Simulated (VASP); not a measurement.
# Cd (P6_3/mmc) in VASP: electric field gradients with PBEsol

Aim: the electric field gradients of Cd with PBEsol.

All numbers are computed with VASP 6.6.1; they aren't measurements. Logs are shortened: lines on timing, memory, paths and dates and some standing lists are left out, and cuts for length are marked.

### 1 The crystal as given

Symmetry: P6_3/mmc, No. 194, hexagonal system. The conventional cell has a = 2.979 Å, b = 2.979 Å, c = 5.618 Å, α = 90.00°, β = 90.00°, γ = 120.00°. Cd (site symmetry -6m2) is surrounded by 12 Cd at 2.98 to 3.29 Å.

### 2 Electric field gradients, PBEsol

The input, INCAR:

```
SYSTEM = Cd
PREC = Accurate
ENCUT = 520
EDIFF = 1E-7
ISMEAR = -1
SIGMA = 0.05
LREAL = .False.
LASPH = .True.
NELM = 100
ALGO = Normal
ISIF = 2
LWAVE = .False.
LCHARG = .False.
GGA = PS
LEFG = .True.
```

The input, KPOINTS:

```
Automatic mesh
0
Gamma
  13 13 6
  0 0 0
```

The input, POSCAR:

```
Cd
1.0
    2.9788700000      0.0000000000      0.0000000000
   -1.4894350000      2.5797770946      0.0000000000
    0.0000000000      0.0000000000      5.6176500000
Cd
2
Direct
    0.3333333333      0.6666666667      0.2500000000
    0.6666666667      0.3333333333      0.7500000000
```

Potentials or basis: VASP PAW PBE potentials, release 64 (Cd).

Command:

```bash
cat potpaw_PBE.64/Cd/POTCAR > POTCAR
mpirun -np 1 vasp_std > vasp.out
```

OUTCAR:

```text
SYSTEM = Cd
   PREC = Accurate
   ENCUT = 520
   EDIFF = 1E-7
   ISMEAR = -1
   LREAL = .False.
   LASPH = .True.
   NELM = 100
   ISIF = 2
   GGA = PS

 ion  position               nearest neighbor table
   1  0.333  0.667  0.250-   2 3.29   2 3.29   2 3.29   2 3.29   2 3.29   2 3.29
   2  0.667  0.333  0.750-   1 3.29   1 3.29   1 3.29   1 3.29   1 3.29   1 3.29

  LATTYP: Found a hexagonal cell.
 ALAT       =     2.9788700000
 C/A-ratio  =     1.8858325472

  Lattice vectors:

 A1 = (   2.9788700000,   0.0000000000,   0.0000000000)
 A2 = (  -1.4894350000,   2.5797770946,   0.0000000000)
 A3 = (   0.0000000000,   0.0000000000,   5.6176500000)

Analysis of symmetry for initial positions (statically):
=====================================================================
 Subroutine PRICEL returns:
 Original cell was already a primitive cell.

 Routine SETGRP: Setting up the symmetry group for a
 hexagonal supercell.

 Subroutine GETGRP returns: Found 24 space group operations
 (whereof 12 operations were pure point group operations)
 out of a pool of 24 trial point group operations.

The static configuration has the point symmetry D_3d.
 The point group associated with its full space group is D_6h.

Analysis of symmetry for dynamics (positions and initial velocities):
=====================================================================
 Subroutine PRICEL returns:
 Original cell was already a primitive cell.

 Routine SETGRP: Setting up the symmetry group for a
 hexagonal supercell.

 Subroutine GETGRP returns: Found 24 space group operations
 (whereof 12 operations were pure point group operations)
 out of a pool of 24 trial point group operations.

The dynamic configuration has the point symmetry D_3d.
 The point group associated with its full space group is D_6h.

 Subroutine INISYM returns: Found 24 space group operations
 (whereof 12 operations are pure point group operations),
 and found     1 'primitive' translations

----------------------------------------------------------------------------------------

                                     Primitive cell

  volume of cell :      43.1706

  direct lattice vectors                    reciprocal lattice vectors
     2.978870000  0.000000000  0.000000000     0.335697765  0.193815195  0.000000000
    -1.489435000  2.579777095  0.000000000     0.000000000  0.387630389  0.000000000
     0.000000000  0.000000000  5.617650000     0.000000000  0.000000000  0.178010378

  length of vectors
     2.978870000  2.978870000  5.617650000     0.387630390  0.387630389  0.178010378

  position of ions in fractional coordinates (direct lattice)
     0.333333333  0.666666667  0.250000000
     0.666666667  0.333333333  0.750000000

  ion indices of the primitive-cell ions
   primitive index   ion index
                 1           1
                 2           2

----------------------------------------------------------------------------------------

 KPOINTS: Automatic mesh

Automatic generation of k-mesh.
 Grid dimensions read from file:
 generate k-points for:   13   13    6

 Generating k-lattice:

  Cartesian coordinates                     Fractional coordinates (reciprocal lattice)
     0.025822905  0.014908861  0.000000000     0.076923077  0.000000000  0.000000000
     0.000000000  0.029817722  0.000000000     0.000000000  0.076923077  0.000000000
     0.000000000  0.000000000  0.029668396     0.000000000  0.000000000  0.166666667

  Length of vectors
     0.029817722  0.029817722  0.029668396

  Shift w.r.t. Gamma in fractional coordinates (k-lattice)
     0.000000000  0.000000000  0.000000000

 Subroutine IBZKPT returns following result:
 ===========================================

 Found     84 irreducible k-points:

 Following reciprocal coordinates:
            Coordinates               Weight
  0.000000  0.000000  0.000000      1.000000
  0.076923  0.000000  0.000000      6.000000
  0.153846  0.000000  0.000000      6.000000
  0.230769  0.000000  0.000000      6.000000
  0.307692  0.000000  0.000000      6.000000
  0.384615  0.000000  0.000000      6.000000
[... 16 lines left out ...]
  0.076923  0.000000  0.166667     12.000000
  0.153846  0.000000  0.166667     12.000000
 [... further k-points ...]
   k-points           NKPTS =     84   k-points in BZ     NKDIM =     84   number of bands    NBANDS=     16
   number of dos      NEDOS =    301   number of ions     NIONS =      2
   total plane-waves  NPLWV =  24192
   dimension x,y,z NGX =    24 NGY =   24 NGZ =   42
   dimension x,y,z NGXF=    48 NGYF=   48 NGZF=   84
   ions per type =               2
   NGX,Y,Z   is equivalent  to a cutoff of  13.39, 13.39, 12.43 a.u.
   NGXF,Y,Z  is equivalent  to a cutoff of  26.79, 26.79, 24.86 a.u.
 SYSTEM =  Cd
   PREC   = accura    normal or accurate (medium, high low for compatibility)
   ISTART =      0    job   : 0-new  1-cont  2-samecut
   ICHARG =      2    charge: 1-file 2-atom 10-const
   ISPIN  =      1    spin polarized calculation?
   LNONCOLLINEAR =      F non collinear calculations
   LSORBIT =      F    spin-orbit coupling
   LASPH  =      T    aspherical Exc in radial PAW
   ENCUT  =  520.0 eV  38.22 Ry    6.18 a.u.   5.54  5.54 10.45*2*pi/ulx,y,z
   NELM   =    100;   NELMIN=  2; NELMDL= -5     # of ELM steps
   EDIFF  = 0.1E-06   stopping-criterion for ELM
   LREAL  =      F    real-space projection
   EDIFFG = 0.1E-05   stopping-criterion for IOM
   NSW    =      0    number of steps for IOM
   IBRION =     -1    ionic relax: 0-MD 1-quasi-New 2-CG
   NFREE  =      0    steps in history (QN), initial steepest desc. (CG)
   ISIF   =      2    stress and relaxation
   ISYM   =      2    0-nonsym 1-usesym 2-fastsym
   POTIM  = 0.5000    time-step for ionic-motion
   TEBEG  =    0.0;   TEEND  =   0.0 temperature during run
   PSTRESS=    0.0 pullay stress
   NELECT =      24.0000    total number of electrons
   NUPDOWN=      -1.0000    fix difference up-down
   EMIN   =  10.00;   EMAX   =-10.00  energy-range for DOS
   EFERMI =   0.00;   METHOD = LEGACY
   ISMEAR =    -1;   SIGMA  =   0.05  broadening in eV -4-tet -1-fermi 0-gaus
   EFERMI_NEDOS =   21; number of points for ismear=-14 and -15
   IALGO  =     38    algorithm
   IMIX   =      4    mixing-type and parameters
     AMIX     =   0.40;   BMIX     =  1.00
     AMIX_MAG =   1.60;   BMIX_MAG =  1.00
  volume/ion in A,a.u.               =      21.59       145.66
  Fermi-wavevector in a.u.,A,eV,Ry     =   1.346116  2.543790 24.654136  1.812028
  Thomas-Fermi vector in A             =   2.473974
   LORBIT       =      0    0 simple, 1 ext, 2 COOP (PROOUT), +10 PAW based schemes
   GGA     = PS    functional components
   LHFCALC =     F    Hartree Fock is set to
   AEXX    =    0.0000 exact exchange contribution
   IVDW    =     0    specifies the selected vdW correction
   LEPSILON=     F    determine dielectric tensor
   LRPA    =     F    only Hartree local field effects (RPA)
 non-spin polarized calculation
  energy-cutoff  :      520.00
  volume of cell :       43.17
 maximum number of plane-waves:      1191
 NGX is ok and might be reduce to    24
   NGX = 11   NGY = 11   NGZ = 21

 number of electron      23.9999993 magnetization

 Free energy of the ion-electron system (eV)
  ---------------------------------------------------
  ext. energy  EPLUGINS =         0.00000000
  ---------------------------------------------------
  free energy    TOTEN  =        -2.40790479 eV

  energy without entropy =       -2.40399618  energy(sigma->0) =       -2.40595048

 E-fermi :   2.7855     XC(G=0): -11.2108

 val. band max:        2.6976230920   @ k =   0.3846   0.2308   0.5000
 cond. band min:       2.7895010383   @ k =   0.3077   0.0000   0.0000
 fundamental gap:      0.0918779463
 Fermi energy:         2.7855137498

 k-point     1 :       0.0000    0.0000    0.0000
  band No.  band energies     occupation
      1      -7.0517      2.00000
      2      -6.7832      2.00000
      3      -6.4043      2.00000
      4      -6.4043      2.00000
      5      -6.3526      2.00000
      6      -6.3526      2.00000
[... 8 lines left out ...]
     15      17.2406      0.00000
     16      17.6366      0.00000
[... 419 lines left out ...]
 k-point    24 :       0.1538    0.0000    0.1667
  band No.  band energies     occupation
      1      -6.8508      2.00000
      2      -6.6391      2.00000
      3      -6.4867      2.00000
      4      -6.3927      2.00000
      5      -6.1986      2.00000
      6      -6.1578      2.00000
[... 8 lines left out ...]
     15      12.5157      0.00000
     16      15.1344      0.00000

 [... further k-points ...]
[... 5 lines left out ...]
  --------------------------------------------------------------------------------------
  -------------------------------------------------------------------------------------
  Total       -0.3144357     -0.3144357     -0.4180864      0.0000000     -0.0000000      0.0000000
  in kB      -11.6695475    -11.6695475    -15.5163016      0.0000000     -0.0000000      0.0000000
  external PRESSURE =     -12.9517989 kB  Pullay stress =       0.0000000 kB

 VOLUME and BASIS-vectors are now :
 -----------------------------------------------------------------------------
  energy-cutoff  :      520.00
  volume of cell :       43.17
      direct lattice vectors                 reciprocal lattice vectors
     2.978870000  0.000000000  0.000000000     0.335697765  0.193815195  0.000000000
    -1.489435000  2.579777095  0.000000000     0.000000000  0.387630389  0.000000000
     0.000000000  0.000000000  5.617650000     0.000000000  0.000000000  0.178010378

 POSITION                                       TOTAL-FORCE (eV/Angst)
 -----------------------------------------------------------------------------------
     -0.00000      1.71985      1.40441         0.000000      0.000000     -0.000000
      1.48944      0.85993      4.21324        -0.000000     -0.000000      0.000000
 -----------------------------------------------------------------------------------
    total drift:                               -0.000000      0.000000      0.000000

  FREE ENERGIE OF THE ION-ELECTRON SYSTEM (eV)
  ---------------------------------------------------
  free  energy   TOTEN  =        -2.4079047869 eV

  energy  without entropy=       -2.4039961796  energy(sigma->0) =       -2.40595048

 Electric field gradients (V/A^2)
---------------------------------------------------------------------
 ion       V_xx      V_yy      V_zz      V_xy      V_xz      V_yz
---------------------------------------------------------------------
   1     -39.598   -39.597    79.195     0.001     0.000    -0.000
   2     -39.598   -39.597    79.195     0.001    -0.000     0.000
---------------------------------------------------------------------

 Electric field gradients after diagonalization (V/A^2)
 (convention: |V_zz| > |V_xx| > |V_yy|)
----------------------------------------------------------------------
 ion       V_xx      V_yy      V_zz     asymmetry (V_yy - V_xx)/ V_zz
----------------------------------------------------------------------
   1     -39.599   -39.596    79.195       0.000
   2     -39.599   -39.596    79.195       0.000
----------------------------------------------------------------------

           NMR quadrupolar parameters

 Cq : quadrupolar parameter    Cq=e*Q*V_zz/h
 eta: asymmetry parameters     (V_yy - V_xx)/ V_zz
 Q  : nuclear electric quadrupole moment in mb (millibarn)
----------------------------------------------------------------------
 ion       Cq(MHz)       eta       Q (mb)
----------------------------------------------------------------------
   1       0.191       0.000       1.000
   2       0.191       0.000       1.000
----------------------------------------------------------------------
```

Wall time 21 s (1 thread of Intel Xeon Platinum 8488C (Sapphire Rapids), shared host); peak memory 0.19 GiB.

What came out:

| Property | Result |
| --- | --- |
| Free energy | -2.4079 eV |
| Pressure | -1.3 GPa |
| Band gap on the k mesh | none (metal or under the smearing width) |

Levels at points of the mesh, in eV from the Fermi level:
```csv
k point,band 10,band 11,band 12,band 13,band 14,band 15
"(0.00, 0.00, 0.00)",-8.41,-8.41,-3.07,-3.03,10.55,14.46
"(0.00, 0.00, 0.50)",-8.52,-7.39,-7.39,3.70,3.70,14.78
```

Electric field gradients, principal values (V/Å²):
```
atom      Vxx      Vyy     Vzz
1 Cd  -39.596  -39.599  79.195
2 Cd  -39.596  -39.599  79.195
```

Caveat: the PAW data sets were made with another functional, which shifts forces and pressure a little.
